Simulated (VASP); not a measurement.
# Ta (C2/m) in VASP: notebook

The runs below take Ta through relaxation of cell and atoms, single point, with PBE.

Program: VASP 6.6.1. These are calculated values, not measurements. Logs are shortened: lines on timing, memory, paths and dates and some standing lists are left out, and cuts for length are marked.

## Step 1: The undisturbed crystal

It takes space group C2/m (No. 12, monoclinic). The conventional cell has a = 3.370 Å, b = 4.659 Å, c = 2.872 Å, α = 90.00°, β = 125.54°, γ = 90.00°. Ta (site symmetry 2/m) has 12 Ta at 2.87 to 3.30 Å as nearest neighbours.

The cell was built by a generator and needn't be a form met in nature.

## Step 2: Relaxation of cell and atoms, PBE (random cell with space group P6/mmm (No. 191))

Input file INCAR:

```
SYSTEM = Ta
PREC = Accurate
ENCUT = 600
EDIFF = 1E-6
ISMEAR = 0
SIGMA = 0.1
LREAL = .False.
LASPH = .True.
NELM = 100
ALGO = Normal
ISIF = 3
LWAVE = .False.
LCHARG = .False.
GGA = PE
IBRION = 2
NSW = 90
EDIFFG = -0.04
```

Input file KPOINTS:

```
Automatic mesh
0
Gamma
  6 6 4
  0 0 0
```

Input file POSCAR:

```
Ta
1.0
    3.1998980227      0.0000000000      0.0000000000
   -1.5999490114      2.7711929772      0.0000000000
    0.0000000000      0.0000000000      4.5223261560
Ta
2
Direct
    0.0000000000      0.0000000000      0.2640100000
    0.0000000000      0.0000000000      0.7359900000
```

Potentials or basis: VASP PAW PBE potentials, release 64 (Ta_pv).

Command:

```console
> cat potpaw_PBE.64/Ta_pv/POTCAR > POTCAR
> mpirun -np 1 vasp_std > vasp.out
```

OUTCAR:

```text
SYSTEM = Ta
   PREC = Accurate
   ENCUT = 600
   EDIFF = 1E-6
   ISMEAR = 0
   LREAL = .False.
   LASPH = .True.
   NELM = 100
   ISIF = 3
   GGA = PE
   IBRION = 2
   NSW = 90
   EDIFFG = -0.04

 ion  position               nearest neighbor table
   1  0.000  0.000  0.264-   2 2.13   2 2.39
   2  0.000  0.000  0.736-   1 2.13   1 2.39

  LATTYP: Found a hexagonal cell.
 ALAT       =     3.1998980227
 C/A-ratio  =     1.4132719618

  Lattice vectors:

 A1 = (   3.1998980227,   0.0000000000,   0.0000000000)
 A2 = (  -1.5999490114,   2.7711929772,   0.0000000000)
 A3 = (   0.0000000000,   0.0000000000,   4.5223261560)

Analysis of symmetry for initial positions (statically):
=====================================================================
 Subroutine PRICEL returns:
 Original cell was already a primitive cell.

 Routine SETGRP: Setting up the symmetry group for a
 hexagonal supercell.

 Subroutine GETGRP returns: Found 24 space group operations
 (whereof 24 operations were pure point group operations)
 out of a pool of 24 trial point group operations.

The static configuration has the point symmetry D_6h.

Analysis of symmetry for dynamics (positions and initial velocities):
=====================================================================
 Subroutine PRICEL returns:
 Original cell was already a primitive cell.

 Routine SETGRP: Setting up the symmetry group for a
 hexagonal supercell.

 Subroutine GETGRP returns: Found 24 space group operations
 (whereof 24 operations were pure point group operations)
 out of a pool of 24 trial point group operations.

The dynamic configuration has the point symmetry D_6h.

 Subroutine INISYM returns: Found 24 space group operations
 (whereof 24 operations are pure point group operations),
 and found     1 'primitive' translations

----------------------------------------------------------------------------------------

                                     Primitive cell

  volume of cell :      40.1019

  direct lattice vectors                    reciprocal lattice vectors
     3.199898023  0.000000000  0.000000000     0.312509959  0.180427709  0.000000000
    -1.599949011  2.771192977  0.000000000     0.000000000  0.360855418  0.000000000
     0.000000000  0.000000000  4.522326156     0.000000000  0.000000000  0.221125139

  length of vectors
     3.199898023  3.199898023  4.522326156     0.360855418  0.360855418  0.221125139

  position of ions in fractional coordinates (direct lattice)
     0.000000000  0.000000000  0.264010000
     0.000000000  0.000000000  0.735990000

  ion indices of the primitive-cell ions
   primitive index   ion index
                 1           1
                 2           2

----------------------------------------------------------------------------------------

 KPOINTS: Automatic mesh

Automatic generation of k-mesh.
 Grid dimensions read from file:
 generate k-points for:    6    6    4

 Generating k-lattice:

  Cartesian coordinates                     Fractional coordinates (reciprocal lattice)
     0.052084993  0.030071285  0.000000000     0.166666667  0.000000000  0.000000000
     0.000000000  0.060142570  0.000000000     0.000000000  0.166666667  0.000000000
     0.000000000  0.000000000  0.055281285     0.000000000  0.000000000  0.250000000

  Length of vectors
     0.060142570  0.060142570  0.055281285

  Shift w.r.t. Gamma in fractional coordinates (k-lattice)
     0.000000000  0.000000000  0.000000000

 Subroutine IBZKPT returns following result:
 ===========================================

 Found     21 irreducible k-points:

 Following reciprocal coordinates:
            Coordinates               Weight
  0.000000  0.000000  0.000000      1.000000
  0.166667 -0.000000  0.000000      6.000000
  0.333333  0.000000  0.000000      6.000000
  0.500000 -0.000000  0.000000      3.000000
  0.166667  0.166667  0.000000      6.000000
  0.333333  0.166667  0.000000     12.000000
[... 13 lines left out ...]
  0.333333  0.166667  0.500000     12.000000
  0.333333  0.333333  0.500000      2.000000
   k-points           NKPTS =     21   k-points in BZ     NKDIM =     21   number of bands    NBANDS=     15
   number of dos      NEDOS =    301   number of ions     NIONS =      2
   total plane-waves  NPLWV =  28224
   dimension x,y,z NGX =    28 NGY =   28 NGZ =   36
   dimension x,y,z NGXF=    56 NGYF=   56 NGZF=   72
   ions per type =               2
   NGX,Y,Z   is equivalent  to a cutoff of  14.55, 14.55, 13.23 a.u.
   NGXF,Y,Z  is equivalent  to a cutoff of  29.09, 29.09, 26.47 a.u.
 SYSTEM =  Ta
   PREC   = accura    normal or accurate (medium, high low for compatibility)
   ISTART =      0    job   : 0-new  1-cont  2-samecut
   ICHARG =      2    charge: 1-file 2-atom 10-const
   ISPIN  =      1    spin polarized calculation?
   LNONCOLLINEAR =      F non collinear calculations
   LSORBIT =      F    spin-orbit coupling
   LASPH  =      T    aspherical Exc in radial PAW
   ENCUT  =  600.0 eV  44.10 Ry    6.64 a.u.   6.39  6.39  9.03*2*pi/ulx,y,z
   NELM   =    100;   NELMIN=  2; NELMDL= -5     # of ELM steps
   EDIFF  = 0.1E-05   stopping-criterion for ELM
   LREAL  =      F    real-space projection
   EDIFFG = -.4E-01   stopping-criterion for IOM
   NSW    =     90    number of steps for IOM
   IBRION =      2    ionic relax: 0-MD 1-quasi-New 2-CG
   NFREE  =      1    steps in history (QN), initial steepest desc. (CG)
   ISIF   =      3    stress and relaxation
   ISYM   =      2    0-nonsym 1-usesym 2-fastsym
   POTIM  = 0.5000    time-step for ionic-motion
   TEBEG  =    0.0;   TEEND  =   0.0 temperature during run
   PSTRESS=    0.0 pullay stress
   NELECT =      22.0000    total number of electrons
   NUPDOWN=      -1.0000    fix difference up-down
   EMIN   =  10.00;   EMAX   =-10.00  energy-range for DOS
   EFERMI =   0.00;   METHOD = LEGACY
   ISMEAR =     0;   SIGMA  =   0.10  broadening in eV -4-tet -1-fermi 0-gaus
   EFERMI_NEDOS =   21; number of points for ismear=-14 and -15
   IALGO  =     38    algorithm
   IMIX   =      4    mixing-type and parameters
     AMIX     =   0.40;   BMIX     =  1.00
     AMIX_MAG =   1.60;   BMIX_MAG =  1.00
  volume/ion in A,a.u.               =      20.05       135.31
  Fermi-wavevector in a.u.,A,eV,Ry     =   1.340173  2.532559 24.436922  1.796063
  Thomas-Fermi vector in A             =   2.468507
   LORBIT       =      0    0 simple, 1 ext, 2 COOP (PROOUT), +10 PAW based schemes
   GGA     = PE    functional components
   LHFCALC =     F    Hartree Fock is set to
   AEXX    =    0.0000 exact exchange contribution
   IVDW    =     0    specifies the selected vdW correction
   LEPSILON=     F    determine dielectric tensor
   LRPA    =     F    only Hartree local field effects (RPA)
 conjugate gradient relaxation of ions
 non-spin polarized calculation
 Gauss-broadening in eV      SIGMA  =   0.10
  energy-cutoff  :      600.00
  volume of cell :       40.10
 maximum number of plane-waves:      1362
 NGX is ok and might be reduce to    28
   NGX = 13   NGY = 13   NGZ = 19

--------------------------------------- Ionic step        1  -------------------------------------------

 number of electron      21.9999998 magnetization

 Free energy of the ion-electron system (eV)
  ---------------------------------------------------
  ext. energy  EPLUGINS =         0.00000000
  ---------------------------------------------------
  free energy    TOTEN  =       -19.67318173 eV

  energy without entropy =      -19.66945849  energy(sigma->0) =      -19.67132011

------------------------ aborting loop because EDIFF is reached ----------------------------------------

  FORCE on cell =-STRESS in cart. coord.  units (eV):
  Direction    XX          YY          ZZ          XY          YZ          ZX
  --------------------------------------------------------------------------------------
  -------------------------------------------------------------------------------------
  Total       -3.0334948     -3.0334948     21.3249041      0.0000000      0.0000000     -0.0000000
  in kB     -121.1962136   -121.1962136    851.9868284      0.0000000      0.0000000     -0.0000000
  external PRESSURE =     203.1981337 kB  Pullay stress =       0.0000000 kB
[... 89 lines left out ...]
  FREE ENERGIE OF THE ION-ELECTRON SYSTEM (eV)
  ---------------------------------------------------
  free  energy   TOTEN  =       -20.7057011554 eV

  energy  without entropy=      -20.6858102901  energy(sigma->0) =      -20.69575572

 E-fermi :   3.1390     XC(G=0): -10.7223

 val. band max:        3.0850104593   @ k =   0.1667   0.1667   0.5000
 cond. band min:       3.1619066896   @ k =   0.3333   0.0000   0.2500
 fundamental gap:      0.0768962303
 Fermi energy:         3.1390099303

 k-point     1 :       0.0000    0.0000    0.0000
  band No.  band energies     occupation
      1     -31.5999      2.00000
      2     -30.8099      2.00000
      3     -30.8099      2.00000
      4     -30.7767      2.00000
      5     -30.7286      2.00000
      6     -30.7286      2.00000
      7      -3.6847      2.00000
      8      -1.3310      2.00000
      9       1.0862      2.00000
     10       2.7071      2.00000
     11       3.7697      0.00000
     12       3.7697      0.00000
     13       4.3658      0.00000
     14       4.3658      0.00000
[... 347 lines left out ...]
      2     -31.3196      2.00000
      3     -31.3196      2.00000
      4     -31.2204      2.00000
      5     -31.2204      2.00000
      6     -30.6944      2.00000
      7       1.3305      2.00000
      8       1.3305      2.00000
      9       2.7624      2.00000
     10       2.7624      2.00000
     11       3.0487      1.79826
     12       3.1867      0.49989
     13       3.1867      0.49989
     14       5.1741      0.00000
     15       5.1741      0.00000

[... ionic steps 4 to 13 ...]

--------------------------------------- Ionic step       14  -------------------------------------------

 number of electron      22.0000003 magnetization

------------------------ aborting loop because EDIFF is reached ----------------------------------------
[... 67 lines left out ...]
--------------------------------------- Ionic step       16  -------------------------------------------

 number of electron      22.0000003 magnetization

 Free energy of the ion-electron system (eV)
  ---------------------------------------------------
  ext. energy  EPLUGINS =         0.00000000
  ---------------------------------------------------
  free energy    TOTEN  =       -22.38509569 eV

  energy without entropy =      -22.38440336  energy(sigma->0) =      -22.38474953

 E-fermi :   5.0888     XC(G=0): -12.1084

 val. band max:        4.9457426864   @ k =   0.1667   0.1667   0.0000
 cond. band min:       5.2489229953   @ k =   0.1667  -0.0000   0.5000
 fundamental gap:      0.3031803090
 Fermi energy:         5.0888239597

 k-point     1 :       0.0000    0.0000    0.0000
  band No.  band energies     occupation
      1     -29.7522      2.00000
      2     -28.5773      2.00000
      3     -28.5093      2.00000
      4     -28.5093      2.00000
      5     -28.4056      2.00000
      6     -28.4056      2.00000
      7      -2.6842      2.00000
      8       0.7357      2.00000
      9       2.1962      2.00000
     10       4.6217      2.00000
     11       5.7013      0.00000
     12       5.7013      0.00000
     13       6.5245      0.00000
     14       6.5245      0.00000
[... 388 lines left out ...]
  FREE ENERGIE OF THE ION-ELECTRON SYSTEM (eV)
  ---------------------------------------------------
  free  energy   TOTEN  =       -22.3850956923 eV

  energy  without entropy=      -22.3844033625  energy(sigma->0) =      -22.38474953

 reached required accuracy - stopping structural energy minimisation
```

Wall time 75 s (1 thread of Intel Xeon 6975P-C (Granite Rapids), shared host); peak memory 0.19 GiB.

What came out:

```
Free energy                            : -22.3851 eV
Relaxed volume                         : 19.67 Å³/atom
Relaxed cell                           : a = 2.877 Å, b = 2.877 Å, c = 5.486 Å, α = 90.00°, β = 90.00°, γ = 120.00°
Space group after relaxing (to 0.05 Å) : P6/mmm (No. 191)
Energy gained by relaxing              : 1356.0 meV/atom
Ionic steps                            : 16
Pressure after relaxing                : 0.1 GPa
Largest force after relaxing           : 0.007 eV/Å
Band gap on the k mesh                 : none (metal or under the smearing width)
```

Forces in eV/Å, atoms in the order of the input:
```
Ta   0.000  0.000  0.007
Ta   0.000  0.000 -0.007
```

Stress tensor (GPa, compression positive):
```
0.05 0.00 0.00
0.00 0.05 0.00
0.00 0.00 0.13
```

Step by step:
```csv
step,energy change (eV),largest force (eV/Å),pressure (GPa),volume (Å³)
1,0.0000,6.4313,20.32,40.10
2,-0.9657,0.9148,-10.19,52.17
3,-1.0325,1.2370,-10.92,51.43
4,-1.1068,1.6731,-11.46,50.67
5,-1.4532,4.3609,-12.31,45.86
6,-0.7972,0.2794,24.62,38.35
7,-2.2627,1.4498,-8.70,43.18
8,-2.2645,1.6258,-9.65,43.42
9,-2.5786,1.6820,10.72,37.38
10,-2.5906,1.8004,6.71,38.20
11,-2.5747,1.8200,4.91,38.44
12,-2.6914,0.2107,4.73,38.33
13,-2.6912,0.0956,-4.38,40.47
14,-2.7112,0.1471,-0.06,39.37
15,-2.7112,0.1482,0.00,39.35
16,-2.7119,0.0072,0.08,39.34
```

Final structure:
```xyz
2
Lattice="2.8775 0.0000 0.0000 -1.4387 2.4920 0.0000 0.0000 0.0000 5.4859" Properties=species:S:1:pos:R:3 pbc="T T T"
Ta    2.8775    0.0000    1.3713
Ta    0.0000    0.0000    4.1147
```

Caveat: the k mesh is coarse (spacing up to 0.38 Å⁻¹), so the values aren't converged. The run has no spin-orbit coupling, so splittings on Ta are missing.

[end of part 1 of 2]
